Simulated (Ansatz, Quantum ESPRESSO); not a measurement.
# 2H-WS2, layer by layer, part 7 of 8

What does each added layer of 2H-WS2 bring in screening, and what does it do to the gap?

Quantum ESPRESSO 7.5; plane-wave DFT, PBE, GBRV ultrasoft pseudopotentials; geometry by Ansatz 0.2.0 with PAW datasets.

So far. Step 13 (Electrostatic potential, 2 layers): The slope in the vacuum is 0.100 eV/Å for an applied 0.10 V/Å, as it should be. Step 14 (Band structure, 2 layers: no field): Along this path the valence top lies at Γ and the conduction bottom between K and Γ.

### Step 19. Ground state, 3 layers: field 0.1 V/Å

Contents of n3.f1.in:

```
&control
  prefix = 'n3.f1'
  outdir = './out'
  pseudo_dir = './pseudo'
  calculation = 'scf'
  tprnfor = .true.
  tefield = .true.
  dipfield = .true.
/
&system
  ibrav = 0
  nat = 9
  ntyp = 2
  ecutwfc = 40
  ecutrho = 200
  occupations = 'smearing'
  smearing = 'fd'
  degauss = 0.004
  edir = 3
  emaxpos = 0.97
  eopreg = 0.04
  eamp = 0.00194469
  nbnd = 43
/
&electrons
  conv_thr = 1e-09
  mixing_beta = 0.4
  electron_maxstep = 120
  mixing_mode = 'plain'
  startingpot = 'file'
/
ATOMIC_SPECIES
  S   32.0600  s_pbe_v1.4.uspp.F.UPF
  W   183.8400  w_pbe_v1.2.uspp.F.UPF
CELL_PARAMETERS angstrom
  3.15567936550449 -0.00000000000000 -0.00000000000000
  -1.57783968275224 2.73289849672525 -0.00000000000000
  -0.00000000000000 -0.00000000000000 34.02686069730000
ATOMIC_POSITIONS crystal
  S   0.333333333333 0.666666666667 0.274977673737
  W   0.000000000000 -0.000000000000 0.321323628745
  S   0.333333333333 0.666666666667 0.367613366582
  S   0.000000000000 -0.000000000000 0.453726420713
  W   0.333333333333 0.666666666667 0.499998737762
  S   -0.000000000000 -0.000000000000 0.546271054888
  S   0.333333333333 0.666666666667 0.632387895861
  W   -0.000000000000 -0.000000000000 0.678677641651
  S   0.333333333333 0.666666666667 0.725023580061
K_POINTS automatic
  12 12 1 0 0 0
```

Command:

```
> cp -r out/n3.f0.save out/n3.f1.save
> OMP_NUM_THREADS=1 mpirun -n 4 pw.x -nk 4 -in n3.f1.in > n3.f1.out
```

What it wrote:

```text
[banner, memory and clock lines left out]
Program PWSCF v.7.5 starts
[...]
number of electrons       =        78.00
     number of Kohn-Sham states=           43
     kinetic-energy cutoff     =      40.0000  Ry
     charge density cutoff     =     200.0000  Ry
[...]
number of k points=    74  Fermi-Dirac smearing, width (Ry)=  0.0040
[...]
Dense  grid:    94903 G-vectors     FFT dimensions: (  27,  27, 300)
[...]
The initial density is read from file :
[...]
negative rho (up, down):  1.951E-01 0.000E+00
[...]
Starting wfcs are   63 randomized atomic wfcs
[...]
negative rho (up, down):  1.953E-01 0.000E+00
[...]
estimated scf accuracy    <       0.02657589 Ry
[...]
negative rho (up, down):  1.953E-01 0.000E+00
[...]
estimated scf accuracy    <       8.91272764 Ry
[...]
negative rho (up, down):  1.953E-01 0.000E+00
[...]
estimated scf accuracy    <       0.02294381 Ry
[...]
negative rho (up, down):  1.953E-01 0.000E+00
[...]
estimated scf accuracy    <       0.00520037 Ry
[...]
negative rho (up, down):  1.953E-01 0.000E+00
[...]
estimated scf accuracy    <       0.00474662 Ry
[...]
negative rho (up, down):  1.952E-01 0.000E+00
[...]
estimated scf accuracy    <       0.00463718 Ry
[...]
negative rho (up, down):  1.952E-01 0.000E+00
[...]
estimated scf accuracy    <       0.00394815 Ry
[...]
negative rho (up, down):  1.952E-01 0.000E+00
[...]
estimated scf accuracy    <       0.00298640 Ry
[...]
negative rho (up, down):  1.952E-01 0.000E+00
[...]
estimated scf accuracy    <       0.00255192 Ry
[...]
negative rho (up, down):  1.952E-01 0.000E+00
[...]
estimated scf accuracy    <       0.00213031 Ry
[...]
negative rho (up, down):  1.951E-01 0.000E+00
[...]
estimated scf accuracy    <       0.00175851 Ry
[...]
negative rho (up, down):  1.951E-01 0.000E+00
[...]
estimated scf accuracy    <       0.00001089 Ry
[...]
negative rho (up, down):  1.951E-01 0.000E+00
[...]
estimated scf accuracy    <       0.00001641 Ry
[...]
negative rho (up, down):  1.952E-01 0.000E+00
[...]
estimated scf accuracy    <       0.00000443 Ry
[...]
negative rho (up, down):  1.951E-01 0.000E+00
[...]
estimated scf accuracy    <       0.00001497 Ry
[...]
negative rho (up, down):  1.951E-01 0.000E+00
[...]
estimated scf accuracy    <       0.00000045 Ry
[...]
negative rho (up, down):  1.951E-01 0.000E+00
[...]
estimated scf accuracy    <       0.00000034 Ry
[...]
negative rho (up, down):  1.952E-01 0.000E+00
[...]
estimated scf accuracy    <       0.00000017 Ry
[...]
negative rho (up, down):  1.952E-01 0.000E+00
[...]
estimated scf accuracy    <       0.00000003 Ry
[...]
negative rho (up, down):  1.952E-01 0.000E+00
[...]
estimated scf accuracy    <          2.3E-09 Ry
[...]
negative rho (up, down):  1.952E-01 0.000E+00
[...]
estimated scf accuracy    <       0.00000001 Ry
[...]
negative rho (up, down):  1.952E-01 0.000E+00
[...]
estimated scf accuracy    <          5.6E-09 Ry
[...]
negative rho (up, down):  1.951E-01 0.000E+00
[...]
Computed dipole along edir(3) :
        Dipole                0.1390 Ry au,          0.3532 Debye
        Dipole field          0.0009 Ry au,
        E field amplitude [Ha a.u.]:  1.9447E-03
        Potential amp.        0.1312 Ry
        Total length         61.7294 bohr
[...]
the Fermi energy is     4.5485 ev
!    total energy              =    -622.53282867 Ry
     estimated scf accuracy    <          3.8E-11 Ry
     smearing contrib. (-TS)   =      -0.00000013 Ry
     internal energy E=F+TS    =    -622.53282854 Ry
[...]
one-electron contribution =   -6368.17650519 Ry
     hartree contribution      =    3194.75608535 Ry
     xc contribution           =    -174.71227269 Ry
     ewald contribution        =    2725.60028192 Ry
     electric field correction =      -0.00041792 Ry
     convergence has been achieved in  23 iterations
     negative rho (up, down):  1.951E-01 0.000E+00
[...]
Total force =     0.009444     Total SCF correction =     0.000032
[...]
```

Run time: 5.9 min. Hardware: 4 MPI ranks of Arm Neoverse V2, shared host; peak memory 1.4 GiB.

Numbers from this step:

* free energy: -8469.9906 eV
* Fermi energy: 4.548 eV
* dipole along the normal: 0.07353 e·Å
* valence top, on the run's zero: 4.039 eV
* conduction bottom, on the run's zero: 5.156 eV
* gap by band count: 1.117 eV

### Step 20. Potential by pp.x, 3 layers

Contents of n3.f1.pot.in:

```
&inputpp
  prefix = 'n3.f1'
  outdir = './out'
  filplot = 'n3.f1.pot.dat'
  plot_num = 11
/
```

Command:

```
> OMP_NUM_THREADS=1 mpirun -n 4 pp.x -in n3.f1.pot.in > n3.f1.pot.out
```

Run time: 1.1 s. Hardware: 4 MPI ranks; peak memory 0.18 GiB.

Numbers from this step:

- slope of the potential above: 0.1000 eV/Å
- upper vacuum line continued to the top atoms, over the valence top: 5.121 eV
- slope of the potential below: 0.09995 eV/Å
- lower vacuum line continued to the bottom atoms, over the valence top: 5.132 eV

The slope in the vacuum is 0.100 eV/Å for an applied 0.10 V/Å, as it should be.

(Part 7 of 8 ends here.)

[Logs are printed without paths, hosts, clocks, repeated set-up lines and the standing remarks that a program may print on its own settings, such as how far it seeks lower states.]

[Hosts, paths, dates, database ids (printed as entryN), source tags and the programs' standing remarks are cut or masked in the printed files.]

[Maps of the electrostatic potential energy from Ansatz leave out the sawtooth potential of an applied field or a dipole correction, so their vacuum need not be flat; planar profiles and work functions include it.]
